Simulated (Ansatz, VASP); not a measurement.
# Cross-check of Hf29Si3O64 (random alloy of the tetragonal HfO2 with Si on Hf sites line, x = 0.0938) between VASP and Ansatz

Wanted: the spread between two codes on one cell, functional and k mesh. Of the first pair: The structure shown is the start of the Ansatz relaxation below; VASP solves that cell, so the two are compared at the walk's first step.

Program: Ansatz 0.2.0. Level of theory: plane waves, with VASP 6.6.1 beside it; RPBE. Results are calculated unless marked as measured.

### Step 1. The starting structure

The cell holds 96 atoms: 29 Hf, 64 O and 3 Si. Cell: a = 10.087 Å, b = 10.087 Å, c = 10.391 Å, α = 90.0°, β = 90.0°, γ = 90.0°. It derives from HfO2 (tetragonal HfO2 with Si on Hf sites), repeated 2×2×2. Tetragonal HfO2 with Si on Hf sites: 96 atoms, 3 of 32 Hf sites given to Si at random, cell and internal coordinates interpolated linearly between the end members (Vegard's rule); (so at first; earlier steps may have moved the atoms), displaced by a Gaussian of 0.02 A. Lattice constants are starting values near those of PBE.

### Step 2. Ansatz: relaxation, RPBE

Ansatz runs on its default PAW (the set named soft_2) files.

The two programs are compared at the cell with which this relaxation starts, whose forces are those of its first step.

The input, input.yaml:

```yaml
crystal:
  lattice:
    - [10.08724, 0.0, 0.0]
    - [0.0, 10.08724, 0.0]
    - [0.0, 0.0, 10.39117]
  atoms:
    - { symbol: Hf, position: [0.25322, 0.37379, 0.12398] }
    - { symbol: Hf, position: [0.24787, 0.12672, 0.37057] }
    - { symbol: O, position: [0.12846, 0.99849, 0.02561] }
    - { symbol: O, position: [0.12451, 0.0029, 0.27103] }
    - { symbol: O, position: [0.37436, 0.99924, 0.47718] }
    - { symbol: O, position: [0.37282, 0.99966, 0.22331] }
    - { symbol: Hf, position: [8.0e-05, 0.12616, 0.12288] }
    - { symbol: Hf, position: [0.00227, 0.37679, 0.37597] }
    - { symbol: O, position: [0.37679, 0.24864, 0.02476] }
    - { symbol: O, position: [0.37314, 0.24947, 0.27602] }
    - { symbol: O, position: [0.12363, 0.24921, 0.47368] }
    - { symbol: O, position: [0.12332, 0.24867, 0.22498] }
    - { symbol: Hf, position: [0.24778, 0.37546, 0.62819] }
    - { symbol: Hf, position: [0.25147, 0.12462, 0.87329] }
    - { symbol: O, position: [0.12352, 0.00336, 0.5251] }
    - { symbol: O, position: [0.12374, 0.00038, 0.77904] }
    - { symbol: O, position: [0.37524, 0.00122, 0.97558] }
    - { symbol: O, position: [0.3743, 0.99773, 0.72433] }
    - { symbol: Hf, position: [0.99959, 0.12616, 0.62661] }
    - { symbol: Hf, position: [0.00185, 0.37557, 0.8767] }
    - { symbol: O, position: [0.3735, 0.25248, 0.52599] }
    - { symbol: O, position: [0.37441, 0.25097, 0.77485] }
    - { symbol: O, position: [0.12724, 0.25301, 0.97921] }
    - { symbol: O, position: [0.12223, 0.24714, 0.72403] }
    - { symbol: Hf, position: [0.25032, 0.87674, 0.12561] }
    - { symbol: Hf, position: [0.24599, 0.62439, 0.37659] }
    - { symbol: O, position: [0.12546, 0.50151, 0.02457] }
    - { symbol: O, position: [0.1246, 0.50037, 0.27579] }
    - { symbol: O, position: [0.37539, 0.50024, 0.47371] }
    - { symbol: O, position: [0.37575, 0.50024, 0.22717] }
[... 60 atom lines left out ...]
    - { symbol: Hf, position: [0.50166, 0.62806, 0.62646] }
    - { symbol: Hf, position: [0.50175, 0.87326, 0.87333] }
    - { symbol: O, position: [0.87214, 0.75244, 0.52451] }
    - { symbol: O, position: [0.87778, 0.74845, 0.77416] }
    - { symbol: O, position: [0.62519, 0.75183, 0.97512] }
    - { symbol: O, position: [0.62542, 0.75003, 0.72534] }
kpoints:
  mp_grid: { grid: [1, 1, 1] }
hamiltonian:
  xc: rpbe
scf:
  occupations: { method: fermi_dirac, width: 0.025 }
output:
  forces: true
relax:
  f_tol: 0.05
  max_steps: 150
  cell: {}
```

Launch:

```bash
> ansatz run input.yaml --threads 4 --pin off --max-ram 8192MiB --backend cpu --events-out ev --progress --plain --runs-dir out
```

Numbers of over 12 decimals in the logs are rounded to 6 here.

The program printed:

```text
Engine: ansatz 0.2.0, aarch64-unknown-linux-gnu
Pseudopotentials: kind: paw
Pseudopotential: Hf, paw, valence charge 26, recommended cutoff 420 eV (normal), Hf.paw.azcp
Pseudopotential: O, paw, valence charge 6, recommended cutoff 420 eV (normal), O.paw.azcp
Pseudopotential: Si, paw, valence charge 4, recommended cutoff 420 eV (normal), Si.paw.azcp
Functional definition: RPBE
  parameter kappa = 0.804
  parameter beta = 0.066725
  exchange = rpbe_x(kappa = kappa, mu = beta*pi^2/3)
  correlation = pbe_c(beta = beta)
Crystal: 96 atoms, lattice volume = 1057.327 Å³
Basis set: ecut = 420 eV, 20687 PW (Γ), exchange–correlation on 144×144×144 points (8 copies of the dense FFT grid, shifted against one another)
Bands: 690, of which v1, the nominal top of the filled ones, is band 575 counted from 1 (574 counted from 0)
Symmetry: 1 space group operations
Space group: P1 (ITA 1), of the structure as read, at distance tolerance 1.0e-4 Å
k-points: 1
Non-local potential: Hf, projectors of the file, l = 0: 3, l = 1: 2, l = 2: 2, l = 3: 3
Non-local potential: O, projectors of the file, l = 0: 2, l = 1: 2, l = 2: 1
Non-local potential: Si, projectors of the file, l = 0: 2, l = 1: 2, l = 2: 2
PAW form: soft (Blöchl's): semilocal exchange-correlation on the pseudo side does not see the compensation charge
PAW frozen core: Hf, regenerated for the run's functional, and the local potential with it (the file was generated under x = pbe(κ = 0.804, μ = 0.219515), c = pbe(β = 0.066725))
PAW frozen core: O, regenerated for the run's functional, and the local potential with it (the file was generated under x = pbe(κ = 0.804, μ = 0.219515), c = pbe(β = 0.066725))
PAW frozen core: Si, regenerated for the run's functional, and the local potential with it (the file was generated under x = pbe(κ = 0.804, μ = 0.219515), c = pbe(β = 0.066725))
PAW one-centre angular grid: Hf, 590 points (default); XC on 64 Gauss nodes
PAW one-centre angular grid: O, 110 points (default); XC on 64 Gauss nodes
PAW one-centre angular grid: Si, 110 points (default); XC on 64 Gauss nodes
Initial density: superposition of atomic densities (neutral atoms: chi_scale 0, normalization atom), corrected by the library's trained network
Initial wavefunctions: pseudopotential atomic-orbital guess
Functional: x = rpbe, c = pbe(β = 0.066725)
SCF iter   1: F=—  HF=-494766.104791 eV  |F-HF|=—  |Δ(HF+E_count)|=         —  Δρ=6.36e-3  dr2=5.96e-1  ethr=1.77e-3  ⟨swp⟩=5.0  Hψ=2098  notcnv=0  defer=58
preconditioner: auto → Resta (q_TF=auto, 2.767 Å⁻¹)  ε∞=5.4  [insulator: Δε(μ)=2.356 eV  Ē_g=17.906 eV  σ=0.025 eV  W_gap=1.00  n_scr=372 (ndim 8)  ℏωp=37.7 eV  f_vac=0.055  D(μ)=0.00/eV (n_scr^D=0)  ε∞_Penn≈5.4]
SCF iter   2: F=—  HF=-494766.019297 eV  |F-HF|=—  |Δ(HF+E_count)|=   8.55e-2  Δρ=3.22e-3  dr2=1.12e-1  ethr=5.18e-5  ⟨swp⟩=2.0  Hψ=990  notcnv=0  defer=110
SCF iter   3: F=—  HF=-494766.009570 eV  |F-HF|=—  |Δ(HF+E_count)|=   9.73e-3  Δρ=1.39e-3  dr2=2.67e-2  ethr=9.78e-6  ⟨swp⟩=2.0  Hψ=777  notcnv=0  defer=110
SCF iter   4: F=—  HF=-494766.008052 eV  |F-HF|=—  |Δ(HF+E_count)|=   1.52e-3  Δρ=4.88e-4  dr2=2.83e-3  ethr=2.33e-6  ⟨swp⟩=2.0  Hψ=992  notcnv=0  defer=110
SCF iter   5: F=—  HF=-494766.009020 eV  |F-HF|=—  |Δ(HF+E_count)|=   9.68e-4  Δρ=2.79e-4  dr2=8.55e-4  ethr=2.46e-7  ⟨swp⟩=2.0  Hψ=1039  notcnv=0  defer=110
SCF iter   6: F=—  HF=-494766.009467 eV  |F-HF|=—  |Δ(HF+E_count)|=   4.47e-4  Δρ=8.76e-5  dr2=7.41e-5  ethr=7.43e-8  ⟨swp⟩=2.0  Hψ=1152  notcnv=0  defer=110
SCF iter   7: F=—  HF=-494766.009859 eV  |F-HF|=—  |Δ(HF+E_count)|=   3.92e-4  Δρ=4.53e-5  dr2=2.38e-5  ethr=6.45e-9  ⟨swp⟩=2.0  Hψ=1265  notcnv=0  defer=110
SCF iter   8: F=—  HF=-494766.009889 eV  |F-HF|=—  |Δ(HF+E_count)|=   2.94e-5  Δρ=1.60e-5  dr2=2.69e-6  ethr=2.07e-9  ⟨swp⟩=2.0  Hψ=1126  notcnv=0  defer=110
SCF iter   9: F=—  HF=-494766.009895 eV  |F-HF|=—  |Δ(HF+E_count)|=   5.96e-6  Δρ=1.10e-5  dr2=1.04e-6  ethr=2.34e-10  ⟨swp⟩=2.0  Hψ=1154  notcnv=0  defer=110
SCF iter  10: F=—  HF=-494766.009895 eV  |F-HF|=—  |Δ(HF+E_count)|=   3.54e-7  Δρ=5.79e-6  dr2=3.05e-7  ethr=9.02e-11  ⟨swp⟩=2.0  Hψ=1141  notcnv=0  defer=110
SCF iter  11: F=-494766.009895 eV  HF=-494766.009895 eV  |F-HF|=2.09e-8  |Δ(HF+E_count)|=   5.98e-8  Δρ=1.74e-6  dr2=3.28e-8  ethr=8.70e-12  ⟨swp⟩=5.0  Hψ=2311  notcnv=0
SCF 1 converged in 11 iterations: F = -494766.009895 eV  dr2 = 3.28e-8
  greatest PAW one-centre occupation: 0.999 electrons in one spin orbital (limit 2), on the Hf atom at site 67 (counted from 0), in its partial waves of l = 0
relax step   1: F+E_penalty+E_count = -494766.00989504 eV  Δ(F+E_penalty+E_count) = +0.000e0 eV  max|allowed force component| = 2.784e0 eV/Å  Δτ_max = 0.0000 Å  P = +7.353 GPa  Ω = 1057.327 Å³  (11 SCF iters, dr2 threshold 1.00e-7 eV, accepted)
Crystal: 96 atoms, lattice volume = 1102.038 Å³
[...]
atom  93  O      0.00012000    -0.00001485    -0.00012396
  atom  94  O      0.00148130    -0.00056047     0.00054372
  atom  95  O     -0.00101493    -0.00038567     0.00006111
  atom  96  O     -0.00058024    -0.00181411     0.00073056
  max |Σ_I F_I| component: 1.78e-5 eV/Å
--- Stress (GPa, compression-positive) ---
        0.001989      -0.009794      -0.008673
       -0.009795       0.001900      -0.000496
       -0.008673      -0.000496       0.000720
  P = ⅓ Tr σ = 0.0015 GPa (0.015 kbar)
--- Relaxed structure (23 steps of the walk, 21 accepted, 3 SCFs on fresh bases) ---
  F+E_penalty+E_count = -494783.31886804 eV   max|allowed force component| = 3.980e-3 eV/Å   (the final SCF, on the basis selected at the relaxed cell)
  cell:  # Å, volume = 1137.3232 Å³
    - [10.729571, -0.633498, 0.014550]
    - [-0.633498, 10.302613, 0.036754]
    - [0.014989, 0.037862, 10.326201]
  atoms:
    - { symbol: Hf, position: [0.261602, 0.364927, 0.097439] }
    - { symbol: Hf, position: [0.233471, 0.135378, 0.350323] }
    - { symbol: O, position: [0.174323, 0.993563, -0.014312] }
    - { symbol: O, position: [0.070757, 0.020462, 0.254191] }
    - { symbol: O, position: [0.439233, 0.968079, 0.524018] }
    - { symbol: O, position: [0.324231, 1.021189, 0.231630] }
    - { symbol: Hf, position: [-0.018043, 0.144566, 0.142051] }
    - { symbol: Hf, position: [0.018582, 0.373442, 0.399047] }
    - { symbol: O, position: [0.353401, 0.227020, -0.00807228] }
    - { symbol: O, position: [0.397172, 0.267387, 0.243885] }
    - { symbol: O, position: [0.113043, 0.233697, 0.499478] }
    - { symbol: O, position: [0.145852, 0.272562, 0.245475] }
    - { symbol: Hf, position: [0.273670, 0.360444, 0.599285] }
    - { symbol: Hf, position: [0.234351, 0.135169, 0.847997] }
    - { symbol: O, position: [0.180818, -0.021157, 0.479438] }
    - { symbol: O, position: [0.071527, 0.015920, 0.758180] }
    - { symbol: O, position: [0.431514, -0.032919, 1.022728] }
    - { symbol: O, position: [0.325403, 1.020136, 0.730465] }
    - { symbol: Hf, position: [0.986811, 0.139238, 0.642498] }
    - { symbol: Hf, position: [0.000518042, 0.391111, 0.903731] }
    - { symbol: O, position: [0.364233, 0.222055, 0.491123] }
    - { symbol: O, position: [0.399662, 0.265623, 0.743523] }
    - { symbol: O, position: [0.098390, 0.249774, 1.001159] }
    - { symbol: O, position: [0.148015, 0.266620, 0.739831] }
    - { symbol: Hf, position: [0.259742, 0.868980, 0.104534] }
    - { symbol: Hf, position: [0.231238, 0.636885, 0.351277] }
    - { symbol: O, position: [0.169568, 0.489539, -0.015854] }
    - { symbol: O, position: [0.060256, 0.523647, 0.265452] }
    - { symbol: O, position: [0.445487, 0.463479, 0.520409] }
    - { symbol: O, position: [0.310485, 0.526049, 0.217319] }
    - { symbol: Hf, position: [-0.023288, 0.646021, 0.147028] }
    - { symbol: Hf, position: [1.012877, 0.875740, 0.398488] }
    - { symbol: O, position: [0.346802, 0.729193, -0.00513892] }
    - { symbol: O, position: [0.394460, 0.768427, 0.246882] }
    - { symbol: O, position: [0.101846, 0.733188, 0.503098] }
    - { symbol: O, position: [0.140519, 0.775336, 0.252582] }
    - { symbol: Hf, position: [0.267855, 0.863149, 0.604235] }
    - { symbol: Hf, position: [0.235024, 0.630184, 0.846573] }
[...]
- { symbol: Hf, position: [-0.018564, 0.647742, 0.653269] }
    - { symbol: Hf, position: [0.0035984, 0.891631, 0.907654] }
[...]
- { symbol: Si, position: [0.747155, 0.377551, 0.118364] }
    - { symbol: Hf, position: [0.764206, 0.105818, 0.386581] }
[...]
- { symbol: Hf, position: [0.491449, 0.125769, 0.143641] }
    - { symbol: Hf, position: [0.522284, 0.353245, 0.384313] }
[...]
- { symbol: Hf, position: [0.763758, 0.372557, 0.610291] }
    - { symbol: Hf, position: [0.742626, 0.119159, 0.873318] }
[...]
- { symbol: Hf, position: [0.493610, 0.126841, 0.643551] }
    - { symbol: Hf, position: [0.518877, 0.351039, 0.890483] }
[...]
- { symbol: Si, position: [0.750206, 0.880415, 0.122052] }
    - { symbol: Hf, position: [0.719596, 0.625799, 0.344895] }
[...]
- { symbol: Hf, position: [0.473487, 0.628665, 0.126974] }
    - { symbol: Hf, position: [0.514947, 0.859480, 0.389972] }
[...]
- { symbol: Si, position: [0.759059, 0.872548, 0.625599] }
    - { symbol: Hf, position: [0.748229, 0.620481, 0.879732] }
    - { symbol: O, position: [0.688775, 0.467679, 0.465367] }
    - { symbol: O, position: [0.580228, 0.518514, 0.772629] }
    - { symbol: O, position: [0.914690, 0.541801, 0.981117] }
    - { symbol: O, position: [0.820055, 0.519617, 0.733480] }
    - { symbol: Hf, position: [0.494086, 0.625686, 0.639236] }
    - { symbol: Hf, position: [0.514621, 0.857286, 0.892332] }
    - { symbol: O, position: [0.862462, 0.783629, 0.556611] }
    - { symbol: O, position: [0.901052, 0.748266, 0.806139] }
    - { symbol: O, position: [0.593107, 0.701625, 0.971447] }
    - { symbol: O, position: [0.660246, 0.771662, 0.718481] }
```

The column dr2 measures how far the density is from self-consistency, as an energy; F and HF (Harris–Foulkes) agree once it is small.

### Step 3. VASP: single point, RPBE, start cell, pair 1

The same cell, functional, mesh and smearing now go to VASP, with its own data sets.

Lines of VASP's logs that name or quote its potential files are left out, and so is its time.

The input, INCAR:

```
SYSTEM = Hf29Si3O64
PREC = Accurate
ENCUT = 520
EDIFF = 1E-06
NELM = 120
ISMEAR = -1
SIGMA = 0.025
LREAL = Auto
ALGO = Normal
GGA = RP
NBANDS = 416
LASPH = .TRUE.
LORBIT = 11
LWAVE = .FALSE.
LCHARG = .FALSE.
ISIF = 2
GGA_COMPAT = .FALSE.
EFERMI = MIDGAP
NCORE = 2
```

The input, POSCAR:

```
Hf29Si3O64
1.0
   10.0872400000      0.0000000000      0.0000000000
    0.0000000000     10.0872400000      0.0000000000
    0.0000000000      0.0000000000     10.3911700000
Hf O Si
29 64 3
Direct
    0.2532209009      0.3737890642      0.1239802640
    0.2478676030      0.1267244558      0.3705742472
    0.0000793081      0.1261593855      0.1228831787
    0.0022701948      0.3767928591      0.3759730617
    0.2477783814      0.3754644482      0.6281872012
    0.2514662088      0.1246227908      0.8732895333
    0.9995895805      0.1261593855      0.6266089382
    0.0018538272      0.3755734968      0.8766962719
    0.2503162411      0.8767413088      0.1256066449
    0.2459939488      0.6243927972      0.3765889693
    0.0023792435      0.6253742352      0.1242785942
    0.9987271047      0.8758391790      0.3751454360
    0.2494735924      0.8750560114      0.6223553267
    0.2506235601      0.6266828191      0.8733472747
    0.0032318057      0.6256716406      0.6226921511
    0.0017051245      0.8746396437      0.8738380760
    0.7512263017      0.1254555260      0.3763098862
    0.5004936930      0.1244146070      0.1259530929
    0.4996510443      0.3769613888      0.3754052720
    0.7474789933      0.3756230644      0.6259737835
    0.7525646262      0.1247814070      0.8738092053
    0.5016139202      0.1270714289      0.6242319200
    0.5016337472      0.3738881993      0.8787557128
    0.7502646908      0.6282095003      0.3759730617
    0.4997600929      0.6225587971      0.1227195783
    0.4986795199      0.8716755029      0.3765889693
    0.7479251014      0.6290719761      0.8761284822
    0.5016634877      0.6280607976      0.6264645848
    0.5017527094      0.8732616652      0.8733280275
    0.1284593209      0.9984891804      0.0256082809
[... 60 atom lines left out ...]
    0.8777822278      0.7484505177      0.7741572893
    0.6251858784      0.7518310261      0.9751163728
    0.6254238027      0.7500267665      0.7253369929
    0.7510478585      0.3752661779      0.1251543378
    0.7512362153      0.8741439680      0.1277142035
    0.7444553713      0.8788429739      0.6257139475
```

The input, KPOINTS:

```
Automatic mesh
0
Gamma
1 1 1
0 0 0
```

The projector-augmented-wave data sets are Hf_pv, O and Si (PBE family, release 64).

Launch:

```bash
> mpirun -np 8 vasp_gam
```

The program printed:

```text
[banner, memory and clock lines left out]
running    8 mpi-ranks, on    1 nodes
[...]
|                                                                             |
|               ----> ADVICE to this user running VASP <----                  |
|                                                                             |
|     You enforced a specific xc type in the INCAR file but a different       |
|     [... a line on the potential file left out ...]
|     I HOPE YOU KNOW WHAT YOU ARE DOING!                                     |
|                                                                             |

 LDA part: xc-table for (Slater+PW92), standard interpolation
 POSCAR, INCAR and KPOINTS ok, starting setup
[...]
entering main loop
       N       E                     dE             d eps       ncg     rms          rms(c)
DAV:   1     0.764706535019E+04    0.76471E+04   -0.43638E+05   832   0.175E+03
DAV:   2    -0.210650614953E+03   -0.78577E+04   -0.74312E+04  1112   0.500E+02
DAV:   3    -0.103906025020E+04   -0.82841E+03   -0.81989E+03   952   0.144E+02
DAV:   4    -0.106104322956E+04   -0.21983E+02   -0.21898E+02   960   0.246E+01
[...]
DAV:  17    -0.893111886659E+03   -0.38711E-05   -0.26034E-06   736   0.286E-03    0.103E-02
DAV:  18    -0.893111887676E+03   -0.10170E-05   -0.11597E-06   552   0.208E-03    0.700E-03
DAV:  19    -0.893111887607E+03    0.69500E-07   -0.12595E-06   648   0.165E-03
   1 F= -.89311189E+03 E0= -.89311189E+03  d E =-.123352E-18
```

Parts of OUTCAR (step 3):

```text
  FREE ENERGIE OF THE ION-ELECTRON SYSTEM (eV)
  ---------------------------------------------------
  free  energy   TOTEN  =      -893.1118876068 eV

  energy  without entropy=     -893.1118876068  energy(sigma->0) =     -893.11188761
```

Harder data sets than Hf_pv exist (the GW ones), and pressures, volumes and forces can shift noticeably with them. The PAW data sets were made with PBE, which is usual practice but a small mismatch for other functionals.

### Step 4. Differences

Known differences besides the potentials themselves: the data sets hold 1150 valence electrons in Ansatz (on its default PAW (the set named soft_2) files) and 686 in VASP; the cutoff is 420 eV in Ansatz and 520 eV in VASP (PREC = Accurate, projectors in real space); Ansatz makes its cores anew for this functional, VASP keeps those of its PBE data sets. Total energies have different zeros and are not compared.

Forces on 8 of the 96 atoms, those with the largest forces and the largest differences (eV/Å; atoms numbered as in POSCAR):

| atom | Ansatz x, y, z | VASP x, y, z |
| --- | --- | --- |
| O62 | 2.006, -1.779, 1.336 | 1.919, -1.697, 1.304 |
| O66 | -2.574, 2.784, 1.009 | -2.486, 2.696, 0.981 |
| O70 | 1.956, -2.213, 1.578 | 1.864, -2.120, 1.546 |
| O73 | -1.798, -2.030, -1.523 | -1.715, -1.936, -1.483 |
| O78 | 1.566, -1.956, 1.509 | 1.473, -1.871, 1.470 |
| O82 | -1.915, 2.145, 1.574 | -1.832, 2.059, 1.540 |
| O85 | 2.061, 2.021, -1.244 | 1.980, 1.937, -1.209 |
| O93 | 2.011, 2.384, -1.136 | 1.914, 2.295, -1.100 |

The forces differ by 38 meV/Å r.m.s., which is 5.3 % of the r.m.s. force of 0.723 eV/Å (both taken over all components).

### Step 5. Ansatz: relaxation, RPBE

This run makes the geometry at which the two programs are then compared. The cell compared in this pair holds 1137.32 Å³, against 1057.33 Å³ for the pair before.

The structure compared here is the end of the Ansatz relaxation.

This is the run of step 2 again, met here at its other cell.

[end of part 1 of 2]

[Lines on the potential files, build, host, timing and source positions are cut from VASP's logs without a mark.]

[Logs are printed without paths, hosts, clocks, repeated set-up lines and the standing remarks that a program may print on its own settings, such as how far it seeks lower states.]

[Hosts, paths, dates, database ids (printed as entryN), source tags and the programs' standing remarks are cut or masked in the printed files.]
